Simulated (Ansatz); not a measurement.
# Contact densities of Y against volume

```
Y
1.0
     3.26580    0.00000    0.00000
     0.00000    3.26580    0.00000
     0.00000    0.00000    3.26580
Y
1
Direct
  0.00000 0.00000 0.00000
```

The structure comes from a relaxation in the same program, started in the sc type, and has space group Pm-3m. Whether it is a known phase or the ground state wasn't checked.

Spin polarisation is left out, and whether a magnetic state lies lower isn't shown here.

Theory: DFT, PBE, all-electron PAW with datasets made for the crystal, scalar-relativistic in Ansatz 0.2.0.

Sampling and basis: a Γ-centred 11×11×11 k mesh, Fermi–Dirac smearing of 0.08 eV, cutoff 200 eV (chosen by the program for this cell), no spin polarisation.

The contact density is the mean electron density over the nuclear volume; its changes follow the s electrons' response to bonding and compression. Changes below are taken from the unscaled cell, where it is 443980 e/Å³ at Y.

```tsv
V/V(cell)	P (GPa)	Δρ(0) Y (e/Å³)
0.9500	1.5	?
1.0000	0.0	0.00
1.0500	-1.2	?
```

(1) What belongs in the row "1.0500", column "Δρ(0) Y (e/Å³)"?

(2) Fill in "Δρ(0) Y (e/Å³)" for the row "0.9500".

The datasets are made afresh for each cell, so very small changes are uncertain.

Results:

(1) 0.09.

(2) -0.13.
